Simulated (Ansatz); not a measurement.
One crystal and one scan (frozen-phonon scan) at two levels, PBE (plane waves to 420 eV, PAW, scalar-relativistic; Ansatz, an electronic-structure program) and r2SCAN (plane waves to 500 eV, PAW, scalar-relativistic; Ansatz), each from its own relaxed cell and on its own mesh. The cell shown is that of PBE.

Starting cell, CaF2 (fluorite):

```yaml
crystal:
  lattice:
    - [0.00000, 5.51096, 5.51096]
    - [2.75548, 2.75548, 5.51096]
    - [2.75548, 2.75548, 0.00000]
  atoms:
    - { symbol: Ca, position: [0.00000, 0.00000, 0.00000] }
    - { symbol: Ca, position: [0.50000, 0.00000, 0.00000] }
    - { symbol: F, position: [0.00000, 0.25000, 0.25000] }
    - { symbol: F, position: [0.50000, 0.25000, 0.25000] }
    - { symbol: F, position: [0.00000, 0.75000, 0.75000] }
    - { symbol: F, position: [0.50000, 0.75000, 0.75000] }
```

A phonon eigenvector at X = (0.5, 0.5, 0.0) is frozen into this cell: atom i moves by Q times the vector below, so Q is the largest atomic displacement, in Å. The cell is held. It is one choice among 2 degenerate patterns. (q is in reciprocal vectors of the primitive cell; the cell shown is doubled to hold the pattern.)

```csv
atom,x,y,z
Ca1,0.146,0.000,0.000
Ca2,-0.146,0.000,0.000
F3,0.000,-1.000,0.000
F4,0.000,1.000,0.000
F5,0.000,-1.000,0.000
F6,0.000,1.000,0.000
```

CaF2 was relaxed with its symmetry unable to fall. Both scans cover Q from -0.180 to 0.180 Å.

ΔE (meV/cell), each from the undisplaced structure of its own level:

```csv
Q (Å),PBE,r2SCAN
-0.180,492,592
-0.150,334,402
-0.120,210,withheld
-0.090,117,140
-0.060,51,62
-0.030,13,15
0.000,0,0
0.030,13,15
0.060,51,62
0.090,117,140
0.120,210,withheld
0.150,334,402
0.180,492,592
```

Q: Estimate the r2SCAN value at -0.120 from the PBE value there and the ratio of the two levels in the two nearest given rows on that side of the minimum.

A: At -0.150 and -0.090 the ratio r2SCAN/PBE averages 1.200, which gives 1.200 × 210 = 252 meV/cell. The calculation gives 253 meV/cell, +20.5 % against PBE.

(For displaced atoms, the force is minus the slope of the energy, and its curvature is a force constant, which sets phonon frequencies.)
